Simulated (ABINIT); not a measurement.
# MnO2 (P6_3/mmc) in ABINIT: single point with PBE

Aim: the single point of MnO2 with PBE.

All numbers are computed with ABINIT 10.8.3 (patched build); they aren't measurements. Logs are shortened: lines on timing, memory, paths and dates and some standing lists are left out, and cuts for length are marked. The log counts tension as positive stress, the text compression.

## (1) The crystal as given

The structure is hexagonal, space group P6_3/mmc (No. 194). The conventional cell has a = 2.855 Å, b = 2.855 Å, c = 10.222 Å, α = 90.00°, β = 90.00°, γ = 120.00°. Mn (site symmetry -3m) is surrounded by 6 O at 1.90 Å. Around O (site symmetry 3m) lie 3 Mn at 1.90 Å.

Measurements of this composition are mostly on another form, of space group No. 136.

## (2) Single point, PBE, collinear spin, ferromagnetic start

File run.abi:

```
# Pseudopotentials
pp_dirpath "./"
pseudos "Mn.GGA_PBE-JTH.xml, O.GGA_PBE-JTH.xml"

# Structure
acell 3*1.0
rprim
     5.3950838741     0.0000000000     0.0000000000
    -2.6975419370     4.6722796905     0.0000000000
     0.0000000000     0.0000000000    19.3162942710
ntypat 2
znucl 25 8
natom 6
typat 1 1 2 2 2 2
xcart
     0.0000000000     0.0000000000     9.6581471355
     0.0000000000     0.0000000000     0.0000000000
     2.6975419374     1.5574265634     7.8589589142
     2.6975419374     1.5574265634     1.7991882212
    -0.0000000002     3.1148531272    11.4573353567
    -0.0000000002     3.1148531272    17.5171060497

# Plane-wave basis
ecut 26.0
pawecutdg 48.0
pawxcdev 0

# k points
kptopt 1
ngkpt 11 11 3
nshiftk 1
shiftk 0.0 0.0 0.0

# Exchange and correlation
ixc 11

# Bands and occupations
nband 35
occopt 3
tsmear 0.05 eV

# Spin
nsppol 2
spinat
     0.0000000000     0.0000000000     5.0000000000
     0.0000000000     0.0000000000     5.0000000000
     0.0000000000     0.0000000000     0.0000000000
     0.0000000000     0.0000000000     0.0000000000
     0.0000000000     0.0000000000     0.0000000000
     0.0000000000     0.0000000000     0.0000000000

# SCF cycle
nstep 100
tolvrs 1.0e-9

# Output
iomode 3
prtwf 0
prtden 0
prteig 0
prtebands 0
enunit 1
```

Potentials or basis: JTH PAW PBE v2.0.

The run is started by

```sh
$ abinit run.abi > log 2>&1
```

run.abo:

```text
.Version 10.8.3 of ABINIT
 Symmetries : space group P6_3/m m c (#194); Bravais hP (primitive hexag.)
================================================================================
 Values of the parameters that define the memory need of the present run
     intxc =       0    ionmov =       0      iscf =      17    lmnmax =      18
     lnmax =       6     mgfft =      90  mpssoang =       3    mqgrid =    6025
     natom =       6  nloc_mem =       2    nspden =       2   nspinor =       1
    nsppol =       2      nsym =      24    n1xccc =       1    ntypat =       2
    occopt =       3   xclevel =       2
       mpw =        3104          nfft =       65610          nkpt =          32
 PAW method is used; the additional fine FFT grid is defined by:
   mgfftf=       125    nfftf =    162000
================================================================================
================================================================================

--------------------------------------------------------------------------------
------------- Echo of variables that govern the present computation ------------
--------------------------------------------------------------------------------
 -outvars: echo values of preprocessed input variables --------
            acell      1.0000000000E+00  1.0000000000E+00  1.0000000000E+00 Bohr
              amu      5.49380500E+01  1.59994000E+01
             ecut      2.60000000E+01 Hartree
           enunit           1
              ixc          11
         kptrlatt       11    0    0      0   11    0      0    0    3
          kptrlen      5.79488828E+01
            natom           6
            nband          35
            ngfft          27      27      90
          ngfftdg          36      36     125
             nkpt          32
           nspden           2
           nsppol           2
            nstep         100
             nsym          24
           ntypat           2
           occopt           3
        pawecutdg      4.80000000E+01 Hartree
         pawxcdev           0
           prtden           0
        prtebands           0
           prteig           0
            prtwf           0
            rprim      5.3950838741E+00  0.0000000000E+00  0.0000000000E+00
                      -2.6975419370E+00  4.6722796905E+00  0.0000000000E+00
                       0.0000000000E+00  0.0000000000E+00  1.9316294271E+01
          spgroup         194
           spinat      0.0000000000E+00  0.0000000000E+00  5.0000000000E+00
                       0.0000000000E+00  0.0000000000E+00  5.0000000000E+00
                       0.0000000000E+00  0.0000000000E+00  0.0000000000E+00
                       0.0000000000E+00  0.0000000000E+00  0.0000000000E+00
                       0.0000000000E+00  0.0000000000E+00  0.0000000000E+00
                       0.0000000000E+00  0.0000000000E+00  0.0000000000E+00
           tolvrs      1.00000000E-09
           tsmear      1.83746611E-03 Hartree
            typat      1  1  2  2  2  2
           useylm           1
           xangst      0.0000000000E+00  0.0000000000E+00  5.1108713602E+00
                       0.0000000000E+00  0.0000000000E+00  0.0000000000E+00
                       1.4274777176E+00  8.2415464450E-01  4.1587819560E+00
                       1.4274777176E+00  8.2415464450E-01  9.5208940416E-01
                       1.7638718980E-11  1.6483092890E+00  6.0629607644E+00
                       1.7638718980E-11  1.6483092890E+00  9.2696533162E+00
            xcart      0.0000000000E+00  0.0000000000E+00  9.6581471355E+00
                       0.0000000000E+00  0.0000000000E+00  0.0000000000E+00
                       2.6975419371E+00  1.5574265635E+00  7.8589589142E+00
                       2.6975419371E+00  1.5574265635E+00  1.7991882213E+00
                       3.3332348084E-11  3.1148531270E+00  1.1457335357E+01
                       3.3332348084E-11  3.1148531270E+00  1.7517106050E+01
             xred      0.0000000000E+00  0.0000000000E+00  5.0000000000E-01
                       0.0000000000E+00  0.0000000000E+00  0.0000000000E+00
                       6.6666666667E-01  3.3333333333E-01  4.0685645000E-01
                       6.6666666667E-01  3.3333333333E-01  9.3143550000E-02
                       3.3333333333E-01  6.6666666667E-01  5.9314355000E-01
                       3.3333333333E-01  6.6666666667E-01  9.0685645000E-01
            znucl       25.00000    8.00000

================================================================================

 chkinp: Checking input parameters for consistency.

================================================================================
== DATASET  1 ==================================================================

--- !DatasetInfo
iteration_state: {dtset: 1, }
dimensions: {natom: 6, nkpt: 32, mband: 35, nsppol: 2, nspinor: 1, nspden: 2, mpw: 3104, }
cutoff_energies: {ecut:  26.0, pawecutdg:  48.0, }
electrons: {nelect:   5.40000000E+01, charge:   0.00000000E+00, occopt:   3.00000000E+00, tsmear:   1.83746611E-03, }
meta: {optdriver: 0, ionmov: 0, optcell: 0, iscf: 17, paral_kgb: 0, }
[... 124 lines left out ...]
    4  O   1.41465     2.290697     2.244905      4.535602     0.045793
    5  O   1.41465     2.288249     2.242377      4.530626     0.045872
    6  O   1.41465     2.290697     2.244905      4.535602     0.045793
 ------------------------------------------------------------------------------------------------------------
  Sum:                25.219881    19.464016     44.683897     5.755866
 Total magnetization (from the atomic spheres):                5.755866
 Total magnetization (exact up - dn):                          6.000003

================================================================================

 ----iterations are completed or convergence reached----

 Mean square residual over all n,k,spin=   16.020E-08; max=  14.736E-05
 reduced coordinates (array xred) for    6 atoms
       0.000000000000      0.000000000000      0.500000000000
       0.000000000000      0.000000000000      0.000000000000
       0.666666666667      0.333333333333      0.406856450000
       0.666666666667      0.333333333333      0.093143550000
       0.333333333333      0.666666666667      0.593143550000
       0.333333333333      0.666666666667      0.906856450000
 rms dE/dt=  5.2540E-02; max dE/dt=  1.1145E-01; dE/dt below (all hartree)
    1       0.000000000000      0.000000000000      0.000000000000
    2       0.000000000000      0.000000000000      0.000000000000
    3      -0.000000000000      0.000000000000      0.111454514203
    4       0.000000000000      0.000000000000     -0.111454514203
    5      -0.000000000000     -0.000000000000     -0.111454514203
    6       0.000000000000     -0.000000000000      0.111454514203

 cartesian coordinates (angstrom) at end:
    1      0.00000000000000     0.00000000000000     5.11087136018741
    2      0.00000000000000     0.00000000000000     0.00000000000000
    3      1.42747771758240     0.82415464450006     4.15878195602272
    4      1.42747771758240     0.82415464450006     0.95208940416470
    5      0.00000000001764     1.64830928900012     6.06296076435211
    6      0.00000000001764     1.64830928900012     9.26965331621013

 cartesian forces (hartree/bohr) at end:
    1     -0.00000000000000    -0.00000000000000    -0.00000000000000
    2     -0.00000000000000    -0.00000000000000    -0.00000000000000
    3      0.00000000000000    -0.00000000000000    -0.00576997392148
    4     -0.00000000000000    -0.00000000000000     0.00576997392148
    5      0.00000000000000     0.00000000000000     0.00576997392148
    6     -0.00000000000000    -0.00000000000000    -0.00576997392148
 frms,max,avg= 2.7199918E-03 5.7699739E-03   0.000E+00  0.000E+00  0.000E+00 h/b

 cartesian forces (eV/Angstrom) at end:
    1     -0.00000000000000    -0.00000000000000    -0.00000000000000
    2     -0.00000000000000    -0.00000000000000    -0.00000000000000
    3      0.00000000000000    -0.00000000000000    -0.29670398852811
    4     -0.00000000000000    -0.00000000000000     0.29670398852811
    5      0.00000000000000     0.00000000000000     0.29670398852811
    6     -0.00000000000000    -0.00000000000000    -0.29670398852811
 frms,max,avg= 1.3986760E-01 2.9670399E-01   0.000E+00  0.000E+00  0.000E+00 e/A
 length scales=  1.000000000000  1.000000000000  1.000000000000 bohr
              =  0.529177210544  0.529177210544  0.529177210544 angstroms
 Fermi (or HOMO) energy (eV) =   2.88350   Average Vxc (eV)=  -9.76163
 Eigenvalues (   eV  ) for nkpt=  32  k points, SPIN UP:
 kpt#   1, nband= 35, wtk=  0.00275, kpt=  0.0000  0.0000  0.0000 (reduced coord)
 -79.14865  -79.14846  -47.79289  -47.79269  -47.78702  -47.78702  -47.78687  -47.78687
 -17.13301  -17.09359  -14.99548  -14.92509   -3.67850   -3.43380   -3.43380   -3.42782
  -3.42782   -3.33719    0.07835    0.07835    0.07985    0.07985    0.25075    1.00518
   1.03258    1.03258    1.05606    1.05606    2.13672    2.37664    5.39331    5.39331
   5.41536    5.41536    9.25156
 prteigrs : prtvol=0 or 1, do not print more k-points.

 Eigenvalues (   eV  ) for nkpt=  32  k points, SPIN DOWN:
 kpt#   1, nband= 35, wtk=  0.00275, kpt=  0.0000  0.0000  0.0000 (reduced coord)
 -75.95233  -75.95215  -44.71884  -44.71884  -44.71868  -44.71868  -44.55585  -44.55565
 -16.97668  -16.93684  -14.88138  -14.81173   -2.78301   -2.56594   -2.56594   -2.55753
  -2.55753   -2.32056    0.39574    1.09650    1.09650    1.12001    1.12001    1.17090
   3.31817    3.31817    3.31997    3.31997    4.91984    5.05593    6.68902    6.68902
   6.71070    6.71070    9.55829
 prteigrs : prtvol=0 or 1, do not print more k-points.

--- !EnergyTerms
iteration_state     : {dtset: 1, }
comment             : Components of total free energy in Hartree
kinetic             :  5.54781231770206E+01
hartree             :  1.15104018769379E+02
xc                  : -1.92938769374953E+01
Ewald energy        : -1.26885401242428E+02
psp_core            :  8.65596395291818E+00
local_psp           : -2.95298830136753E+02
PAW spherical_terms : -1.20480817542349E+01
internal            : -2.74288084171593E+02
'-kT*entropy'       : -2.59553335911759E-07
total_energy        : -2.74288084431147E+02
total_energy_eV     : -7.46375900812618E+03
...

--- !EnergyTermsDC
iteration_state     : {dtset: 1, }
comment             : '"Double-counting" decomposition of free energy'
band_energy         : -3.74418788068423E+01
Ewald energy        : -1.26885401242428E+02
psp_core            :  8.65596395291818E+00
xc_dc               : -1.09310611802761E+02
PAW spherical_terms : -9.30616377997005E+00
internal            : -2.74288091679083E+02
'-kT*entropy'       : -2.59553335911759E-07
total_energy_dc     : -2.74288091938636E+02
total_energy_dc_eV  : -7.46375921241537E+03
...

--- !EnergyTermsWithPAWCore
iteration_state     : {dtset: 1, }
comment             : 'Components of total free energy, including PAW core contributions'
Total energy        : -2.61837598239797E+03
Total energy DC     : -2.61837598990546E+03
Total energy (eV)   : -7.12496401942312E+04
Total energy DC (eV): -7.12496403985204E+04
...

 Cartesian components of stress tensor (hartree/bohr^3)
  sigma(1 1)= -1.70692215E-04  sigma(3 2)=  0.00000000E+00
  sigma(2 2)= -1.70692215E-04  sigma(3 1)=  0.00000000E+00
  sigma(3 3)= -1.02723332E-04  sigma(2 1)= -1.88417004E-13

-Cartesian components of stress tensor (GPa)         [Pressure=  4.3554E+00 GPa]
- sigma(1 1)= -5.02193836E+00  sigma(3 2)=  0.00000000E+00
- sigma(2 2)= -5.02193836E+00  sigma(3 1)=  0.00000000E+00
- sigma(3 3)= -3.02222478E+00  sigma(2 1)= -5.54341963E-09

== END DATASET(S) ==============================================================
================================================================================

 -outvars: echo values of variables after computation  --------
            acell      1.0000000000E+00  1.0000000000E+00  1.0000000000E+00 Bohr
           etotal     -2.7428809194E+02
            fcart     -7.4735918097E-45 -5.7630223392E-29 -0.0000000000E+00
                      -7.4735918097E-45 -5.7630223392E-29 -0.0000000000E+00
                       4.9909237483E-29 -8.6445335089E-29 -5.7699739215E-03
                      -1.9963694993E-28 -2.3052089357E-28  5.7699739215E-03
                       4.9909237483E-28  5.1867201053E-28  5.7699739215E-03
                      -3.4936466238E-28 -8.6445335085E-29 -5.7699739215E-03
            rprim      5.3950838741E+00  0.0000000000E+00  0.0000000000E+00
                      -2.6975419370E+00  4.6722796905E+00  0.0000000000E+00
                       0.0000000000E+00  0.0000000000E+00  1.9316294271E+01
           strten     -1.7069221542E-04 -1.7069221528E-04 -1.0272333246E-04
                       0.0000000000E+00  0.0000000000E+00 -1.8841700365E-13
           xangst      0.0000000000E+00  0.0000000000E+00  5.1108713602E+00
                       0.0000000000E+00  0.0000000000E+00  0.0000000000E+00
                       1.4274777176E+00  8.2415464450E-01  4.1587819560E+00
                       1.4274777176E+00  8.2415464450E-01  9.5208940416E-01
                       1.7638718980E-11  1.6483092890E+00  6.0629607644E+00
                       1.7638718980E-11  1.6483092890E+00  9.2696533162E+00
             xred      0.0000000000E+00  0.0000000000E+00  5.0000000000E-01
                       0.0000000000E+00  0.0000000000E+00  0.0000000000E+00
                       6.6666666667E-01  3.3333333333E-01  4.0685645000E-01
                       6.6666666667E-01  3.3333333333E-01  9.3143550000E-02
                       3.3333333333E-01  6.6666666667E-01  5.9314355000E-01
                       3.3333333333E-01  6.6666666667E-01  9.0685645000E-01
 Calculation completed.
```

Run time: 9.8 min. Hardware: 1 thread of Intel Xeon Platinum 8259CL at 2.50GHz (Skylake/Cascade Lake), shared host; peak memory 0.33 GiB.

Results:

- Free energy: -7463.7592 eV
- Pressure: 4.4 GPa
- Largest force: 0.297 eV/Å
- Band gap on the k mesh: 0.90 eV, indirect (least direct gap 0.94 eV)
- Net moment: 6.00 μB per cell
- Site moments: Mn +2.79; O +0.05 μB
- Valence electrons inside the program's atomic spheres: Mn 13.27, 13.28; O 4.53, 4.54

Forces on the atoms (eV/Å):
```
Mn   0.000  0.000  0.000
Mn   0.000  0.000  0.000
O    0.000  0.000 -0.297
O    0.000  0.000  0.297
O    0.000  0.000  0.297
O    0.000  0.000 -0.297
```

Stress tensor (GPa, compression positive):
```
5.02 0.00 0.00
0.00 5.02 0.00
0.00 0.00 3.02
```

Levels at points of the mesh, in eV from the valence-band top:
Spin up:
```tsv
k point	band 27	band 28	band 29	band 30	band 31	band 32	band 33	band 34
(0.00, 0.00, 0.00)	-1.36	-1.36	-0.28	-0.04	2.97	2.97	2.99	2.99
```
Spin down:
```tsv
k point	band 21	band 22	band 23	band 24	band 25	band 26	band 27	band 28
(0.00, 0.00, 0.00)	-1.32	-1.30	-1.30	-1.25	0.90	0.90	0.90	0.90
```

Caveat: an odd mesh through Γ misses points on the zone boundary, where band edges often lie; only a ferromagnetic start was run, and an antiferromagnetic order may lie lower in energy.
